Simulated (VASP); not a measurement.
Input:

```yaml
crystal:
  lattice:
    - [0.00000, 2.62710, 2.62710]
    - [2.62710, 0.00000, 2.62710]
    - [2.62710, 2.62710, 0.00000]
  atoms:
    - { symbol: In, position: [0.00000, 0.00000, 0.00000] }
    - { symbol: N, position: [0.25000, 0.25000, 0.25000] }
```

Level of theory: PBE GGA, VASP's PBE PAW potentials (set 64) (plane waves; VASP). Settings: 600 eV cut-off, 12×12×12 Γ-centred mesh, first-order Methfessel-Paxton smearing of 0.10 eV, potentials In_d N.

Question: Give the stress tensor in GPa (positive for a compressed cell).

Answer: 
```
-10.85    0.00    0.00
  0.00  -10.85    0.00
  0.00    0.00  -10.85
```
The pressure is its mean diagonal, -10.85 GPa.

The compound is InN in the zinc blende structure, a metastable form; wurtzite is the usual one. This cell was strained or had an atom moved on purpose.
